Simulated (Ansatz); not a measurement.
Method: DFT PBE, scalar-relativistic, plane waves, PAW in Ansatz 0.2.0. All cells share a 420 eV cutoff and Γ-centred k meshes spaced at most about 0.3 Å⁻¹ (about 0.25 or finer for metals, 2π included). No spin polarisation.

These are static total energies at zero pressure. All are two-dimensional sheets, periodic along a and b, with vacuum along c.

Question: Order these relaxed structures of Mg by energy, lowest first, with the energy over the lowest of them.
A.

```cif
data_structure
_symmetry_space_group_name_H-M 'P 1'
_symmetry_Int_Tables_number 1
_cell_length_a 3.1005
_cell_length_b 3.1005
_cell_length_c 29.2364
_cell_angle_alpha 90.000
_cell_angle_beta 90.000
_cell_angle_gamma 120.000
_cell_volume 243.40
loop_
_atom_site_label
_atom_site_type_symbol
_atom_site_fract_x
_atom_site_fract_y
_atom_site_fract_z
_atom_site_occupancy
Mg1 Mg 0.33333 0.66667 0.22764 1
Mg2 Mg 0.66667 0.33333 0.31962 1
```

B.

```cif
data_structure
_symmetry_space_group_name_H-M 'P 1'
_symmetry_Int_Tables_number 1
_cell_length_a 5.2419
_cell_length_b 5.2419
_cell_length_c 23.8000
_cell_angle_alpha 90.000
_cell_angle_beta 90.000
_cell_angle_gamma 120.000
_cell_volume 566.35
loop_
_atom_site_label
_atom_site_type_symbol
_atom_site_fract_x
_atom_site_fract_y
_atom_site_fract_z
_atom_site_occupancy
Mg1 Mg 0.66667 0.33333 0.29412 1
Mg2 Mg 0.33333 0.66667 0.29412 1
```

C.

```cif
data_structure
_symmetry_space_group_name_H-M 'P 1'
_symmetry_Int_Tables_number 1
_cell_length_a 2.9623
_cell_length_b 2.9623
_cell_length_c 30.1038
_cell_angle_alpha 90.000
_cell_angle_beta 90.000
_cell_angle_gamma 90.000
_cell_volume 264.16
loop_
_atom_site_label
_atom_site_type_symbol
_atom_site_fract_x
_atom_site_fract_y
_atom_site_fract_z
_atom_site_occupancy
Mg1 Mg 0.00000 0.00000 0.23096 1
Mg2 Mg 0.00000 0.00000 0.33375 1
```

D.

```cif
data_structure
_symmetry_space_group_name_H-M 'P 1'
_symmetry_Int_Tables_number 1
_cell_length_a 6.0201
_cell_length_b 6.0201
_cell_length_c 23.8000
_cell_angle_alpha 90.000
_cell_angle_beta 90.000
_cell_angle_gamma 120.000
_cell_volume 746.98
loop_
_atom_site_label
_atom_site_type_symbol
_atom_site_fract_x
_atom_site_fract_y
_atom_site_fract_z
_atom_site_occupancy
Mg1 Mg 0.50000 0.00000 0.29412 1
Mg2 Mg 0.00000 0.50000 0.29412 1
Mg3 Mg 0.50000 0.50000 0.29412 1
```

Answer: A (0 meV/atom), C (282 meV/atom), D (631 meV/atom), B (733 meV/atom). Forms: A p-3m1; C p4/mmm; D p6/mmm; B p6/mmm. Counting all near atoms (those within 1.25 times the shortest distance at each site): A has Mg 9; C has Mg 5; D has Mg 4; B has Mg 3. All come from invented guesses.

Cells relaxed within their symmetry can be saddle points. Some structure types and database cells were kept out of the candidates from the start, so a known form may be missing.
